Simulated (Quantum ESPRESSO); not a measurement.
Write the native input for Quantum ESPRESSO 7.5 that does the following.

| Item | Value |
| --- | --- |
| Task | band structure |
| Functional | LDA |
| Potentials or basis | GBRV 1.5 LDA |
| Cutoff | 612 eV |
| Density cutoff | 4898 eV |
| k mesh | 9 × 9 × 9 |
| Occupations | fermi-dirac, width 0.05 eV |
| Spin | collinear spin, ferromagnetic start |
| Starting moments | [1.0, 0.0, 0.0] μB |
| Form of the LDA correlation | PZ81 |
| Mixing beta | 0.3 |
| Most SCF iterations | 120 |
| SCF threshold | 6e-10 Ry |

Si2Ni:

```
CELL_PARAMETERS angstrom
0.00000 2.70300 2.70300
2.70300 0.00000 2.70300
2.70300 2.70300 0.00000
ATOMIC_POSITIONS crystal
Ni 0.00000 0.00000 0.00000
Si 0.75000 0.75000 0.75000
Si 0.25000 0.25000 0.25000
```

The input as run:

pw.in

```
&CONTROL
  calculation = 'scf'
  prefix = 'pwscf'
  outdir = './tmp'
  pseudo_dir = './pseudo'
  tprnfor = .true.
  tstress = .true.
  disk_io = 'low'
/
&SYSTEM
  ibrav = 0
  nat = 3
  ntyp = 2
  ecutwfc = 45
  ecutrho = 360
  nbnd = 23
  occupations = 'smearing'
  smearing = 'fd'
  degauss = 0.00367493
  nspin = 2
  starting_magnetization(1) = 0.0556
  starting_magnetization(2) = 0
/
&ELECTRONS
  conv_thr = 6d-10
  electron_maxstep = 120
  mixing_beta = 0.3
/
ATOMIC_SPECIES
Ni    58.6934 ni_lda_v1.4.uspp.F.UPF
Si    28.0850 si_lda_v1.uspp.F.UPF
CELL_PARAMETERS angstrom
   0.0000000000    2.7030000000    2.7030000000
   2.7030000000    0.0000000000    2.7030000000
   2.7030000000    2.7030000000    0.0000000000
ATOMIC_POSITIONS crystal
Ni     0.0000000000    0.0000000000    0.0000000000
Si     0.7500000000    0.7500000000    0.7500000000
Si     0.2500000000    0.2500000000    0.2500000000
K_POINTS automatic
9 9 9 0 0 0
```

bands.in

```
&CONTROL
  calculation = 'bands'
  prefix = 'pwscf'
  outdir = './tmp'
  pseudo_dir = './pseudo'
  disk_io = 'low'
  verbosity = 'high'
/
&SYSTEM
  ibrav = 0
  nat = 3
  ntyp = 2
  ecutwfc = 45
  ecutrho = 360
  nbnd = 23
  occupations = 'smearing'
  smearing = 'fd'
  degauss = 0.00367493
  nspin = 2
  starting_magnetization(1) = 0.0556
  starting_magnetization(2) = 0
/
&ELECTRONS
  conv_thr = 1d-08
  electron_maxstep = 120
  mixing_beta = 0.3
  diago_full_acc = .true.
  startingwfc = 'random'
/
ATOMIC_SPECIES
Ni    58.6934 ni_lda_v1.4.uspp.F.UPF
Si    28.0850 si_lda_v1.uspp.F.UPF
CELL_PARAMETERS angstrom
   0.0000000000    2.7030000000    2.7030000000
   2.7030000000    0.0000000000    2.7030000000
   2.7030000000    2.7030000000    0.0000000000
ATOMIC_POSITIONS crystal
Ni     0.0000000000    0.0000000000    0.0000000000
Si     0.7500000000    0.7500000000    0.7500000000
Si     0.2500000000    0.2500000000    0.2500000000
K_POINTS crystal
60
 0.0000000000  0.0000000000  0.0000000000 1
 0.0625000000  0.0000000000  0.0625000000 1
 0.1250000000  0.0000000000  0.1250000000 1
 0.1875000000  0.0000000000  0.1875000000 1
 0.2500000000  0.0000000000  0.2500000000 1
 0.3125000000  0.0000000000  0.3125000000 1
 0.3750000000  0.0000000000  0.3750000000 1
 0.4375000000  0.0000000000  0.4375000000 1
 0.5000000000  0.0000000000  0.5000000000 1
 0.5000000000  0.0625000000  0.5625000000 1
 0.5000000000  0.1250000000  0.6250000000 1
 0.5000000000  0.1875000000  0.6875000000 1
 0.5000000000  0.2500000000  0.7500000000 1
 0.4375000000  0.3125000000  0.7500000000 1
 0.3750000000  0.3750000000  0.7500000000 1
 0.3375000000  0.3375000000  0.6750000000 1
 0.3000000000  0.3000000000  0.6000000000 1
 0.2625000000  0.2625000000  0.5250000000 1
 0.2250000000  0.2250000000  0.4500000000 1
 0.1875000000  0.1875000000  0.3750000000 1
 0.1500000000  0.1500000000  0.3000000000 1
 0.1125000000  0.1125000000  0.2250000000 1
 0.0750000000  0.0750000000  0.1500000000 1
 0.0375000000  0.0375000000  0.0750000000 1
 0.0000000000  0.0000000000  0.0000000000 1
 0.0625000000  0.0625000000  0.0625000000 1
 0.1250000000  0.1250000000  0.1250000000 1
 0.1875000000  0.1875000000  0.1875000000 1
 0.2500000000  0.2500000000  0.2500000000 1
 0.3125000000  0.3125000000  0.3125000000 1
 0.3750000000  0.3750000000  0.3750000000 1
 0.4375000000  0.4375000000  0.4375000000 1
 0.5000000000  0.5000000000  0.5000000000 1
 0.5250000000  0.4500000000  0.5250000000 1
 0.5500000000  0.4000000000  0.5500000000 1
 0.5750000000  0.3500000000  0.5750000000 1
 0.6000000000  0.3000000000  0.6000000000 1
 0.6250000000  0.2500000000  0.6250000000 1
 0.5833333333  0.2500000000  0.6666666667 1
 0.5416666667  0.2500000000  0.7083333333 1
 0.5000000000  0.2500000000  0.7500000000 1
 0.5000000000  0.2857142857  0.7142857143 1
 0.5000000000  0.3214285714  0.6785714286 1
 0.5000000000  0.3571428571  0.6428571429 1
 0.5000000000  0.3928571429  0.6071428571 1
 0.5000000000  0.4285714286  0.5714285714 1
 0.5000000000  0.4642857143  0.5357142857 1
 0.5000000000  0.5000000000  0.5000000000 1
 0.4821428571  0.4821428571  0.5357142857 1
 0.4642857143  0.4642857143  0.5714285714 1
 0.4464285714  0.4464285714  0.6071428571 1
 0.4285714286  0.4285714286  0.6428571429 1
 0.4107142857  0.4107142857  0.6785714286 1
 0.3928571429  0.3928571429  0.7142857143 1
 0.3750000000  0.3750000000  0.7500000000 1
 0.6250000000  0.2500000000  0.6250000000 1
 0.5937500000  0.1875000000  0.5937500000 1
 0.5625000000  0.1250000000  0.5625000000 1
 0.5312500000  0.0625000000  0.5312500000 1
 0.5000000000  0.0000000000  0.5000000000 1
```

Potentials or basis: GBRV 1.5 LDA.

Run with:

```console
$ OMP_NUM_THREADS=1 mpirun -n 2 pw.x -nk 2 -in pw.in > pw.out
$ OMP_NUM_THREADS=1 mpirun -n 2 pw.x -nk 2 -in bands.in > bands.out
```

It gave:

- Pressure: -4.2 GPa
- Band gap on the k mesh: none (metal or under the smearing width)
- Net moment: 0.00 μB per cell
- Absolute moment: 0.00 μB per cell
- Valence electrons inside the program's atomic spheres: Ni 16.60; Si 1.78

Caveat: some levels on the path didn't converge.

Run time: 35 s on 2 MPI ranks on AMD EPYC 9R14 (Zen 4) (shared host), peak memory 0.26 GiB a rank.
